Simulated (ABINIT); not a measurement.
Li:

```
CELL_PARAMETERS angstrom
-1.72006 1.72006 1.72006
1.72006 -1.72006 1.72006
1.72006 1.72006 -1.72006
ATOMIC_POSITIONS crystal
Li 0.00000 0.00000 0.00000
```

The cell isn't the ideal one: cell relaxed at zero pressure by an earlier run.

| Item | Value |
| --- | --- |
| Program | ABINIT 10.8.3 (patched build) |
| Task | phonon dispersion |
| Functional | PBE |
| Potentials or basis | PseudoDojo NC SR PBE v0.4.1 standard |
| Cutoff | 1007 eV |
| k mesh | 10 × 10 × 10 |
| Occupations | fermi-dirac, width 0.1 eV |
| Spin | no spin polarisation |
| Cutoff smearing ecutsm (Ha) | 0.5 |
| Stop of the response cycle (tolvrs) | 1e-10 |
| q mesh | 2 × 2 × 2 |
| Acoustic sum rule (asr) | 1 |

Task: Is this structure dynamically stable at this level, and how far does the spectrum reach?

Result: Yes, as far as this q mesh shows: no mode on the path is imaginary. The highest frequency is 329 cm⁻¹.

Phonon frequencies at the corners of the path (cm⁻¹, interpolated; i marks imaginary ones):
```csv
point,frequencies
Γ,0 0 0
H,329 329 329
N,52 187 316
P,205 205 205
```

Phonon states per cell in windows of 20 cm⁻¹ (negative: imaginary):
```
from (cm⁻¹)  total
          0   0.00
         20   0.01
         40   0.07
         60   0.14
         80   0.15
        100   0.24
        120   0.16
        140   0.19
        160   0.17
        180   0.29
        200   0.20
        220   0.21
        240   0.22
        260   0.24
        280   0.36
        300   0.29
        320   0.06
```

A q mesh this small can miss soft modes between its points.

Caveat: the q mesh is small, so phonon branches between its points and thermal values are rough.
